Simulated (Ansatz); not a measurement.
# Nb (Fm-3m) in Ansatz: further runs

Runs on Nb. Level: PBEsol. Tasks: single point.

Program: Ansatz 0.2.0. These are calculated values, not measurements. Logs are shortened: lines on timing, memory, paths and dates and some standing lists are left out, and cuts for length are marked.

**1. The crystal as given**

The structure is cubic, space group Fm-3m (No. 225). The conventional cell has a = 4.230 Å, b = 4.230 Å, c = 4.230 Å, α = 90.00°, β = 90.00°, γ = 90.00°. Around Nb (site symmetry m-3m) lie 12 Nb at 2.99 Å.

This isn't the form of Nb at room conditions, which is bcc.

**2. Single point, PBEsol, 17.79 Å³/atom (volume scaled by 0.94)**

Input file input.yaml:

```yaml
crystal:
  lattice:
    - [0.0, 2.0718246199, 2.0718246199]
    - [2.0718246199, 0.0, 2.0718246199]
    - [2.0718246199, 2.0718246199, 0.0]
  atoms:
    - { symbol: Nb, position: [0.0, 0.0, 0.0] }
kpoints:
  mp_grid: { grid: [11, 11, 11] }
scf:
  occupations: { method: fermi_dirac, width: 0.05 }
hamiltonian:
  xc: pbesol
  pseudopotentials: { kind: all_electron, lapw: { basis_error: 0.0005 } }
output:
  forces: true
  stress: true
  eigenvalues: true
```

Potentials or basis: all-electron LAPW, scalar-relativistic.

Command:

```
ansatz run input.yaml --threads 1 --pin off --max-ram 3072MiB --backend cpu --events-out ev --progress --plain --runs-dir out
```

What it wrote:

```text
Warning: RAYON_NUM_THREADS=1 ignored (pool sized by the plan → 1); use --threads N
LAPW: plane waves up to 7.689 Å⁻¹, error target 5.0e-4 eV per atom; small_component_spin mean_spin; Nb in spheres of 1.465 Å, 29 of its electrons in bands, Dirac shells [] (how accurate: hamiltonian.pseudopotentials.lapw.basis_error, Limitations)
Engine: ansatz 0.2.0, x86_64-unknown-linux-gnu
Pseudopotentials: kind: all_electron
Pseudopotential: Nb, LAPW, valence charge 29, lapw/all_electron/scalar/gaussian/Nb, Koelling and Harmon's equation, gaussian nucleus
Functional definition: PBEsol
  exchange = pbesol_x
  correlation = pbesol_c
Crystal: 1 atoms, lattice volume = 17.786 Å³
Basis set: ecut = 225.226840844462 eV, 137 PW (Γ), exchange–correlation at level 2
Bands: 19, of which v1, the nominal top of the filled ones, is band 15 counted from 1 (14 counted from 0)
Symmetry: 48 space group operations
Space group: Fm-3m (ITA 225), of the structure as read, at distance tolerance 2.6e-5 Å
k-points: 56 of 1331
Non-local potential: Nb, projectors of the file, none
Initial density: superposition of atomic densities (chi_scale 0.1, normalization cell)
Initial wavefunctions: plane waves of lowest kinetic energy (no species holds an atomic orbital)
Functional: x = pbesol(κ = 0.804, μ = 0.12345679012345678), c = pbesol(β = 0.046)
iter 1 solved again at ethr=5.80e-4 eV; its pass at ethr=1.00e-1 eV (dr2=1.68e-1 eV) is discarded
SCF iter   1: F=—  HF=-103889.047970 eV  |F-HF|=—  |Δ(HF+E_count)|=         —  Δρ=3.94e-2  dr2=1.69e-1  ethr=5.80e-4  ⟨swp⟩=2.6  Hψ=6573  notcnv=0
preconditioner: auto → none  [metal: Δε(μ)=0.009 eV  Ē_g=7.832 eV  σ=0.050 eV  W_gap=0.05  n_scr=8 (ndim 8)  ℏωp=19.7 eV  f_vac=0.000  D(μ)=1.30/eV (n_scr^D=14)  sad-step TF]
SCF iter   2: F=—  HF=-103888.587657 eV  |F-HF|=—  |Δ(HF+E_count)|=   4.60e-1  Δρ=1.78e-2  dr2=4.08e-2  ethr=5.80e-4  ⟨swp⟩=2.4  Hψ=3325  notcnv=0
SCF iter   3: F=—  HF=-103888.565256 eV  |F-HF|=—  |Δ(HF+E_count)|=         —  Δρ=6.19e-3  dr2=5.36e-3  ethr=1.41e-4  ⟨swp⟩=2.0  Hψ=2971  notcnv=0
the basis was enlarged: its passes take 595.6 KiB over the memory plan, 1 of 1 planned eigensolver slots
iter 4 solved again at ethr=2.12e-7 eV; its pass at ethr=1.85e-5 eV (dr2=6.15e-5 eV) is discarded
SCF iter   4: F=—  HF=-103888.564602 eV  |F-HF|=—  |Δ(HF+E_count)|=   6.54e-4  Δρ=6.26e-4  dr2=6.14e-5  ethr=2.12e-7  ⟨swp⟩=2.0  Hψ=5202  notcnv=0
SCF iter   5: F=—  HF=-103888.564584 eV  |F-HF|=—  |Δ(HF+E_count)|=   1.73e-5  Δρ=3.82e-5  dr2=2.39e-7  ethr=2.12e-7  ⟨swp⟩=2.0  Hψ=3077  notcnv=0
SCF iter   6: F=-103888.564584 eV  HF=-103888.564584 eV  |F-HF|=5.53e-10  |Δ(HF+E_count)|=   4.60e-9  Δρ=1.02e-6  dr2=1.08e-10  ethr=8.23e-10  ⟨swp⟩=2.0  Hψ=3077  notcnv=0
SCF 1 converged in 6 iterations: F = -103888.564584 eV  dr2 = 1.08e-10
SCF converged after 6 iterations
Free energy (F): -103888.564584 eV
Harris-Foulkes:  -103888.564584 eV  (|F-HF|=5.53e-10)
Internal energy: -103888.553238 eV  (E = F + TS)
E sigma→0 (E₀):  -103888.558911 eV
Entropy (-TS):   -0.011347 eV (-11.347 meV/atom)
Fermi energy:    20.473475 eV
--- Per-component energies (eV) ---
  E_band       = -3686.839901
  E_kinetic    = 107473.605898
  E_xc         = -3182.578357
  E_electrostatic = -208179.580779  (all electrons and nuclei)
  E_smearing   = -0.011347  (= −TS)
  E_closure    = 0.000000  (closes the sum)
  E_atoms      = -103878.004289  (free atoms, spherical and without spin; not in F)
  Σ components = -103888.564584   (vs F -103888.564584, Δ=0.00e0)
  Basis errors (estimates in eV, not in F): energy 9.4e-5 per atom: plane waves 7.5e-5 (3.8e-5 summed), levels above the bands 6.8e-103, relativity 2.0e-8, radial functions 1.9e-5, core shells 5.8e-8; eigenvalues (radial functions only) 3.0e-6; not estimated: angular momenta, meshes, grids; target (lapw.basis_error) 5.0e-4; muffin-tin radii Nb 1.465 Å
--- Forces (eV/Å), atoms counted from 1 ---
  atom   1  Nb    -0.00000000     0.00000000     0.00000000
  max |Σ_I F_I| component: 9.53e-31 eV/Å
--- Stress (GPa, compression-positive) ---
        2.976226       0.000000       0.000000
        0.000000       2.976226      -0.000000
        0.000000      -0.000000       2.976226
  P = ⅓ Tr σ = 2.9762 GPa (29.762 kbar)
--- Band table (eV; the first three rows and the last of 56) ---
  k-point 0: bands = ["-321.9925", "-321.9925", "-321.9925", "-171.8583", "-171.8583", "-171.8441", "-171.8441", "-171.8441", "-34.1383", "-9.4509", "-9.4509", "-9.4509", "14.1221", "20.5274", "20.5274", "20.5274", "23.3253", "23.3253", "32.2712"]
  k-point 1: bands = ["-321.9925", "-321.9925", "-321.9925", "-171.8583", "-171.8583", "-171.8441", "-171.8441", "-171.8441", "-34.1194", "-9.5723", "-9.4657", "-9.4657", "14.4453", "20.2805", "20.6734", "20.6734", "23.1943", "23.1943", "32.9156"]
  k-point 2: bands = ["-321.9925", "-321.9925", "-321.9925", "-171.8583", "-171.8583", "-171.8441", "-171.8441", "-171.8441", "-34.0681", "-9.8900", "-9.5052", "-9.5052", "15.2836", "19.8216", "20.9300", "20.9300", "23.0823", "23.0823", "33.7545"]
  k-point 55: bands = ["-321.9925", "-321.9925", "-321.9925", "-171.8583", "-171.8583", "-171.8441", "-171.8441", "-171.8441", "-33.8160", "-10.4246", "-10.3487", "-9.9480", "17.6240", "18.8589", "19.7142", "22.5218", "25.8379", "30.4000", "31.0763"]
```

Wall time 5.1 s (1 thread of Intel Xeon Platinum 8375C at 2.90GHz (Ice Lake), shared host); peak memory 0.3 GiB.

What came out:

- Free energy: -103888.5646 eV
- Pressure: 3.0 GPa
- Band gap on the k mesh: none (metal or under the smearing width)

**3. Single point, PBEsol, 18.16 Å³/atom (volume scaled by 0.96)**

Changes to input.yaml since step 2:

```diff
@@ -2,5 +2,5 @@
   lattice:
-    - [0.0, 2.0718246199, 2.0718246199]
-    - [2.0718246199, 0.0, 2.0718246199]
-    - [2.0718246199, 2.0718246199, 0.0]
+    - [0.0, 2.0864154149, 2.0864154149]
+    - [2.0864154149, 0.0, 2.0864154149]
+    - [2.0864154149, 2.0864154149, 0.0]
   atoms:
```

Potentials or basis: all-electron LAPW, scalar-relativistic.

Command:

```
ansatz run input.yaml --threads 1 --pin off --max-ram 3072MiB --backend cpu --events-out ev --progress --plain --runs-dir out
```

It took 5.5 s on 1 thread of Intel Xeon Platinum 8375C at 2.90GHz (Ice Lake), shared host; peak memory 0.3 GiB.

The run converged. Its results:

```yaml
Free_energy: -103888.5670 eV
Pressure: -0.8 GPa
Band_gap_on_the_k_mesh: none (metal or under the smearing width)
```

**4. Single point, PBEsol, 18.54 Å³/atom (volume scaled by 0.98)**

Changes to input.yaml since step 3:

```diff
@@ -2,5 +2,5 @@
   lattice:
-    - [0.0, 2.0864154149, 2.0864154149]
-    - [2.0864154149, 0.0, 2.0864154149]
-    - [2.0864154149, 2.0864154149, 0.0]
+    - [0.0, 2.1008049414, 2.1008049414]
+    - [2.1008049414, 0.0, 2.1008049414]
+    - [2.1008049414, 2.1008049414, 0.0]
   atoms:
```

Command:

```
ansatz run input.yaml --threads 1 --pin off --max-ram 3072MiB --backend cpu --events-out ev --progress --plain --runs-dir out
```

It took 5.4 s on 1 thread of Intel Xeon Platinum 8375C at 2.90GHz (Ice Lake), shared host; peak memory 0.3 GiB.

It converged, with:

* Free energy: -103888.5609 eV
* Pressure: -4.3 GPa
* Band gap on the k mesh: none (metal or under the smearing width)

**5. Single point, PBEsol, 18.92 Å³/atom**

Changes to input.yaml since step 4:

```diff
@@ -2,5 +2,5 @@
   lattice:
-    - [0.0, 2.1008049414, 2.1008049414]
-    - [2.1008049414, 0.0, 2.1008049414]
-    - [2.1008049414, 2.1008049414, 0.0]
+    - [0.0, 2.115, 2.115]
+    - [2.115, 0.0, 2.115]
+    - [2.115, 2.115, 0.0]
   atoms:
```

Command:

```
ansatz run input.yaml --threads 1 --pin off --max-ram 3072MiB --backend cpu --events-out ev --progress --plain --runs-dir out
```

Run time: 7.1 s. Hardware: 1 thread of Intel Xeon Platinum 8375C at 2.90GHz (Ice Lake), shared host; peak memory 0.3 GiB.

The run converged. Its results:

```
Free energy            : -103888.5471 eV
Pressure               : -7.4 GPa
Band gap on the k mesh : none (metal or under the smearing width)
```

**6. Single point, PBEsol, 19.30 Å³/atom (volume scaled by 1.02)**

Changes to input.yaml since step 5:

```diff
@@ -2,5 +2,5 @@
   lattice:
-    - [0.0, 2.115, 2.115]
-    - [2.115, 0.0, 2.115]
-    - [2.115, 2.115, 0.0]
+    - [0.0, 2.1290070307, 2.1290070307]
+    - [2.1290070307, 0.0, 2.1290070307]
+    - [2.1290070307, 2.1290070307, 0.0]
   atoms:
```

Potentials or basis: all-electron LAPW, scalar-relativistic.

Command:

```
ansatz run input.yaml --threads 1 --pin off --max-ram 3072MiB --backend cpu --events-out ev --progress --plain --runs-dir out
```

Wall time 8.8 s (1 thread of Intel Xeon Platinum 8375C at 2.90GHz (Ice Lake), shared host); peak memory 0.3 GiB.

The run converged. Its results:

| Item | Value |
| --- | --- |
| Free energy | -103888.5263 eV |
| Pressure | -10.2 GPa |
| Band gap on the k mesh | none (metal or under the smearing width) |

**7. Single point, PBEsol, 19.68 Å³/atom (volume scaled by 1.04)**

Changes to input.yaml since step 6:

```diff
@@ -2,5 +2,5 @@
   lattice:
-    - [0.0, 2.1290070307, 2.1290070307]
-    - [2.1290070307, 0.0, 2.1290070307]
-    - [2.1290070307, 2.1290070307, 0.0]
+    - [0.0, 2.1428321391, 2.1428321391]
+    - [2.1428321391, 0.0, 2.1428321391]
+    - [2.1428321391, 2.1428321391, 0.0]
   atoms:
```

Command:

```
ansatz run input.yaml --threads 1 --pin off --max-ram 3072MiB --backend cpu --events-out ev --progress --plain --runs-dir out
```

Wall time 3.8 s (1 thread of Intel Xeon Platinum 8375C at 2.90GHz (Ice Lake), shared host); peak memory 0.3 GiB.

The run converged. Its results:

```yaml
Free_energy: -103888.4992 eV
Pressure: -12.7 GPa
Band_gap_on_the_k_mesh: none (metal or under the smearing width)
```

**8. Single point, PBEsol, 20.06 Å³/atom (volume scaled by 1.06)**

Changes to input.yaml since step 7:

```diff
@@ -2,5 +2,5 @@
   lattice:
-    - [0.0, 2.1428321391, 2.1428321391]
-    - [2.1428321391, 0.0, 2.1428321391]
-    - [2.1428321391, 2.1428321391, 0.0]
+    - [0.0, 2.1564811194, 2.1564811194]
+    - [2.1564811194, 0.0, 2.1564811194]
+    - [2.1564811194, 2.1564811194, 0.0]
   atoms:
```

Command:

```
ansatz run input.yaml --threads 1 --pin off --max-ram 3072MiB --backend cpu --events-out ev --progress --plain --runs-dir out
```

Wall time 4.4 s (1 thread of Intel Xeon Platinum 8375C at 2.90GHz (Ice Lake), shared host); peak memory 0.3 GiB.

Results (log left out):

```yaml
Free_energy: -103888.4664 eV
Pressure: -15.0 GPa
Band_gap_on_the_k_mesh: none (metal or under the smearing width)
```

**9. The reference run**

An earlier run on the cell as given: functional PBEsol; potentials or basis all-electron LAPW, scalar-relativistic; cutoff 200 eV (chosen from the basis error); basis error allowed 0.001 eV/atom; k mesh 11 × 11 × 11; occupations fermi-dirac, width 0.05 eV; no spin polarisation.

- Pressure: -7.4 GPa
- Band gap on the k mesh: none (metal or under the smearing width)
